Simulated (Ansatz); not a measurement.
## Notes on KF

```
CELL_PARAMETERS angstrom
0.02038 2.66323 2.64526
2.86301 -0.00554 2.67118
2.86945 2.69558 -0.01197
ATOMIC_POSITIONS crystal
K 0.01019 0.01434 0.98812
F 0.47858 0.49285 0.52108
```

Level: m-r2SCAN, no spin polarisation; 500 eV; 6×6×6 (shifted by 0.5, 0.5, 0 steps) mesh; methfessel-paxton occupations (width 0.0286 eV); Ansatz 0.2.0, fixed geometry.

(1) Is it stable against the elements?

(2) Give the Bader charges.

(3) Which orbitals make up the band edges?

(4) What is the band gap?

Origin: a strained cell with displaced atoms, so it need not be a known compound. Caveats: an odd or shifted mesh can miss the band edges, so this level's true gap may be smaller; m-r2SCAN is r2SCAN with a changed spin dependence that lowers moments.

Answers

(1) -2.90 eV an atom against the elements' usual phases (free molecules for gases, crystals otherwise, with no correction for O₂ or N₂), so it is bound against them; other compounds may still compete. Relaxing would lower it.

(2) Bader charges in e: K +0.88, F -0.88. In the mean K gives up most and F takes most.

(3) Within 0.7 eV of the edges, the states project mainly on F p (96 %) below the gap and on K s (82 %) above it.

(4) The gap on the k mesh is 6.69 eV; the mesh may miss the band edges, so the true gap of this level can be smaller.
